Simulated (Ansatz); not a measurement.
Structure: CO2 (R-3c) from a database structure, at its r2SCAN+rVV10 minimum. It is trigonal, R-3c (No. 167); conventional cell a = 9.672 Å, c = 11.959 Å, 13.46 Å³ an atom. C has 2 O at 1.16 Å; O has 1 C at 1.16 Å.

```cif
data_structure
_symmetry_space_group_name_H-M 'P 1'
_symmetry_Int_Tables_number 1
_cell_length_a 6.8612
_cell_length_b 6.8612
_cell_length_c 6.8612
_cell_angle_alpha 89.637
_cell_angle_beta 89.637
_cell_angle_gamma 89.637
_cell_volume 322.98
loop_
_atom_site_label
_atom_site_type_symbol
_atom_site_fract_x
_atom_site_fract_y
_atom_site_fract_z
_atom_site_occupancy
C1 C 0.00000 0.00000 0.00000 1
C2 C 0.50000 0.50000 0.50000 1
C3 C 0.49703 0.75000 0.00297 1
C4 C 0.75000 0.00297 0.49703 1
C5 C 0.00297 0.49703 0.75000 1
C6 C 0.99703 0.50297 0.25000 1
C7 C 0.50297 0.25000 0.99703 1
C8 C 0.25000 0.99703 0.50297 1
O1 O 0.90296 0.90296 0.90296 1
O2 O 0.40296 0.40296 0.40296 1
O3 O 0.09704 0.09704 0.09704 1
O4 O 0.59704 0.59704 0.59704 1
O5 O 0.59901 0.66087 0.10481 1
O6 O 0.66087 0.10481 0.59901 1
O7 O 0.10481 0.59901 0.66087 1
O8 O 0.09901 0.60481 0.16087 1
O9 O 0.60481 0.16087 0.09901 1
O10 O 0.16087 0.09901 0.60481 1
O11 O 0.40099 0.33913 0.89519 1
O12 O 0.33913 0.89519 0.40099 1
O13 O 0.89519 0.40099 0.33913 1
O14 O 0.90099 0.39519 0.83913 1
O15 O 0.39519 0.83913 0.90099 1
O16 O 0.83913 0.90099 0.39519 1
```

3 runs of the plane-wave code Ansatz on this cell differ in the functional (and in the settings that go with it). Levels are in eV from each run's valence top; v1 is the last filled band, c1 the first empty one.

Run A, mean stress -0.2 GPa (compression positive):
```tsv
point	v4	v3	v2	v1	c1	c2
Γ	-0.22	-0.22	-0.11	-0.11	8.50	9.46
T	-0.16	-0.16	-0.16	-0.16	10.14	10.14
L	-0.21	-0.21	-0.15	-0.15	9.56	9.56
```

Run B, mean stress -0.2 GPa (compression positive):
```tsv
point	v4	v3	v2	v1	c1	c2
Γ	-0.22	-0.22	-0.11	-0.11	9.28	10.25
T	-0.16	-0.16	-0.16	-0.16	10.93	10.93
L	-0.21	-0.21	-0.15	-0.15	10.35	10.35
```

Run C, mean stress +4.9 GPa (compression positive):
```tsv
point	v4	v3	v2	v1	c1	c2
Γ	-0.20	-0.20	-0.10	-0.10	6.76	7.51
T	-0.15	-0.15	-0.15	-0.15	8.12	8.12
L	-0.20	-0.20	-0.14	-0.14	7.62	7.62
```

Q: Match the runs to PBE, HSE06, PBE0.

A: A is HSE06, B is PBE0, C is PBE. In order of the gap: PBE 6.76, HSE06 8.50, PBE0 9.28 eV.

Calculated for a static, non-magnetic cell.

The stress of a hybrid is loosely converged in these runs.

The meshes of the hybrids are coarse, so their gaps aren't converged to the digits shown.
